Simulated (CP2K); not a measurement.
The system is SiNi.

```
Ni Si
1.0
     2.94277    0.00000    0.00000
     0.00000    3.28033    0.00000
     0.00000    0.00000    4.67745
Ni Si
2 2
Cartesian
  1.4714 1.6402 1.6020
  0.0000 0.0000 3.0754
  1.4714 1.6402 3.9438
  0.0000 0.0000 0.7337
```

The cell is a database's computed one.

Base run:

| Property | Result |
| --- | --- |
| Program | CP2K 2026.2 |
| Functional | rev-vdW-DF2 |
| Potentials or basis | GTH_POTENTIALS Ni GTH-PBE-q18; POTENTIAL_UZH Si GTH-PBE-q4; TZVP-MOLOPT-SR-GTH, TZVP-MOLOPT-PBE-GTH basis |
| Density cutoff | 13606 eV |
| k mesh | 9 × 8 × 6 |
| Occupations | fermi-dirac, width 0.05 eV |
| Spin | collinear spin, ferromagnetic start |
| Starting moments | [1.0, 1.0, 0.0, 0.0] μB |

Its results: pressure 5.3 GPa; largest force 0.177 eV/Å.

Task: After a change of settings the same cell gave: pressure 0.9 GPa; largest force 0.116 eV/Å. Which change was it?
A. functional from rev-vdW-DF2 to RPBE
B. functional from rev-vdW-DF2 to vdW-DF2
C. functional from rev-vdW-DF2 to r2SCAN
D. functional from rev-vdW-DF2 to LDA

Result: C.

Caveats: the potentials were made for another functional, which shifts forces and pressure; the basis of atomic orbitals isn't converged, which shifts pressures, moduli and gaps; the total moment is fixed, so each spin has its own Fermi level.

Runs at the PBE level aren't shown here.
